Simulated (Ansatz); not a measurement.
TiSi under changes of volume

One of the cells (14.630 Å³/atom); the others are scaled copies at fixed shape and fractional positions:

```
Ti Si
1.0
     1.81618   -2.11762    0.00000
     1.81618    2.11762    0.00000
     0.00000    0.00000    3.80393
Ti Si
1 1
Cartesian
  1.8162 0.0000 0.0000
  0.0000 0.0000 1.9020
```

The cell comes from a database or a generator and needn't be the stable form of this composition.

| Item | Value |
| --- | --- |
| Program | Ansatz 0.2.0 |
| Functional | r2SCAN |
| Potentials or basis | Ansatz PAW |
| Cutoff | 500 eV (not typed: the program's choice for these potentials) |
| k mesh | 10 × 10 × 7 |
| Occupations | fermi-dirac, width 0.05 eV |
| Spin | no spin polarisation |

```csv
volume (Å³/atom),energy over the lowest point (meV/atom),pressure (GPa)
13.752,15.58,7.7
14.045,4.78,4.2
14.337,0.00,1.0
14.630,?,?
14.922,6.46,-4.4
15.215,16.70,-6.8
15.508,31.01,-8.9
```

Question: What does the run at 14.630 Å³/atom give?

Answer: Energy over the lowest point 0.73 meV/atom; pressure -1.8 GPa.

Worked out: A Birch-Murnaghan fit of order 3 (a polynomial in V^(-2/3)) to the other rows has its minimum at 14.44 Å³/atom with B0 = V·E''(V) = 143 GPa and B' = 3.9 at fixed shape and positions, which overstates the stiffness. It gives 0.76 meV/atom at 14.630 Å³/atom, against the run's 0.73, and -dE/dV = -1.8 GPa, against -1.8.

Energies are extrapolated to zero smearing.

Caveats: the PAW data sets come from PBE, with cores solved anew for the run's functional, which leaves a small shift of forces and pressure.
